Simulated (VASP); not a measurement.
**A VASP 6.6.1 single-point calculation on NaCl**

INCAR

```
LWAVE = .FALSE.
EDIFF = 1E-9
LREAL = .FALSE.
GGA = PE
NBANDS = 14
NSW = 0
SIGMA = 0.02
PREC = Accurate
LASPH = .TRUE.
LCHARG = .FALSE.
ISMEAR = -1
ENCUT = 520
ISIF = 2
IBRION = -1
NELM = 66
```

KPOINTS

```
KPOINTS created by Atomic Simulation Environment
0
Gamma
8 8 8
0 0 0
```

POSCAR

```
Na Cl
 1.0000000000000000
     0.0000000000000000    2.7186178606000002    2.7186178606000002
     2.7186178606000002    0.0000000000000000    2.7186178606000002
     2.7186178606000002    2.7186178606000002    0.0000000000000000
 Na  Cl
   1   1
Cartesian
  0.0000000000000000  0.0000000000000000  0.0000000000000000
  2.7186178606000002  2.7186178606000002  2.7186178606000002
```

The recommended PBE PAW datasets give the neutral cell 14 valence electrons.

Command

```
mpirun -np 1 vasp_std
```

Q: Predict the outcome of this run.

A: It converged. Results: gap between bands v and c on the k mesh 5.57 eV; least direct gap on the k mesh 5.57 eV; pressure 4.5 GPa. Band v is the last that the valence electrons fill when counted band by band, and c is the next.

OSZICAR

```
N       E                     dE             d eps       ncg     rms          rms(c)
DAV:   1     0.984618987583E+02    0.98462E+02   -0.70926E+03   820   0.104E+03
DAV:   2     0.540154392772E+00   -0.97922E+02   -0.90404E+02   896   0.273E+02
DAV:   3    -0.677199875555E+01   -0.73122E+01   -0.72732E+01  1040   0.698E+01
DAV:   4    -0.688267318182E+01   -0.11067E+00   -0.11064E+00   956   0.921E+00
DAV:   5    -0.688508129177E+01   -0.24081E-02   -0.24080E-02  1044   0.137E+00    0.221E+00
DAV:   6    -0.670902868849E+01    0.17605E+00   -0.27813E-01  1038   0.331E+00    0.167E+00
DAV:   7    -0.669719331852E+01    0.11835E-01   -0.80789E-02  1076   0.174E+00    0.113E+00
DAV:   8    -0.670201802276E+01   -0.48247E-02   -0.87829E-03   884   0.849E-01    0.311E-01
DAV:   9    -0.670189226381E+01    0.12576E-03   -0.21395E-04  1058   0.121E-01    0.148E-01
DAV:  10    -0.670197264555E+01   -0.80382E-04   -0.20604E-04   926   0.133E-01    0.443E-02
DAV:  11    -0.670196763539E+01    0.50102E-05   -0.13200E-05  1046   0.392E-02    0.761E-03
DAV:  12    -0.670196809279E+01   -0.45741E-06   -0.13633E-06   938   0.128E-02    0.123E-03
DAV:  13    -0.670196845287E+01   -0.36007E-06   -0.18617E-07   986   0.298E-03    0.334E-03
DAV:  14    -0.670196827568E+01    0.17719E-06   -0.45154E-08   992   0.138E-03    0.358E-04
DAV:  15    -0.670196828400E+01   -0.83191E-08   -0.14630E-09  1016   0.335E-04    0.699E-05
DAV:  16    -0.670196828012E+01    0.38756E-08   -0.12176E-10   592   0.113E-04    0.140E-05
DAV:  17    -0.670196827956E+01    0.56502E-09   -0.16511E-11   580   0.377E-05
   1 F= -.67019683E+01 E0= -.67019683E+01  d E =-.105203E-11
```

Standard output (part)

```
POSCAR found type information on POSCAR NaCl
 POSCAR found :  2 types and       2 ions
 LDA part: xc-table for (Slater+PW92), standard interpolation
 POSCAR, INCAR and KPOINTS ok, starting setup
 WAVECAR not read
 entering main loop
```

For comparison, a separate PBE run of the intended cell, on usual settings and not on those above, gives a gap of 5.57 eV on its mesh and a pressure of 4.5 GPa.
